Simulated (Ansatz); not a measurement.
Relaxed-ion elastic tensor of InN (wurtzite, P6_3mc) in GPa (Voigt order), DFT-PBE in the program Ansatz with PAW potentials; density 6.66 g/cm³, 16.07 Å³ per atom.

|  | 1 | 2 | 3 | 4 | 5 | 6 |
|---|---|---|---|---|---|---|
| 1 | 200 | 92.7 | 75.5 | 0.0 | 0.0 | 0.0 |
| 2 | 92.7 | 200 | 75.5 | 0.0 | 0.0 | 0.0 |
| 3 | 75.5 | 75.5 | 207 | 0.0 | 0.0 | 0.0 |
| 4 | 0.0 | 0.0 | 0.0 | 47.4 | 0.0 | 0.0 |
| 5 | 0.0 | 0.0 | 0.0 | 0.0 | 47.4 | 0.0 |
| 6 | 0.0 | 0.0 | 0.0 | 0.0 | 0.0 | 53.6 |

Q: Is the crystal mechanically stable?

A: Yes: the smallest eigenvalue of C is 47.4 GPa.

Q: Work out the Voigt, Reuss and Hill averages.

A: K_V = 122, K_R = 122, K_H = 122; G_V = 53.9, G_R = 53.0, G_H = 53.4 GPa.

Q: Give Young's modulus, Poisson's ratio, Pugh's ratio and the universal anisotropy index.

A: E = 9KG/(3K + G) = 140 GPa; ν = 0.31; K/G = 2.28 (ductile by the Pugh limit of 1.75); A_U = 5G_V/G_R + K_V/K_R − 6 = 0.08.

Q: Estimate the sound speeds and the Debye temperature.

A: v_l = √((K + 4G/3)/ρ) = 5380 m/s, v_t = √(G/ρ) = 2830 m/s, mean 3170 m/s; Θ = (h/k)(3n/4πV)^(1/3) v_m = 374 K.

Q: How much does each axis shrink under pressure?

A: Linear compressibilities β_i = Σ_j S_ij (j = 1 to 3): x 2.7, y 2.7, z 2.9 per TPa.

The PBE relaxation kept the symmetry of its start; of distortions, only those at the zone centre were tested. As this level gives no gap, shear constants depend on the k-mesh and smearing (Fermi–Dirac, 0.1 eV here).

Potentials: the later of the program's two PAW sets.
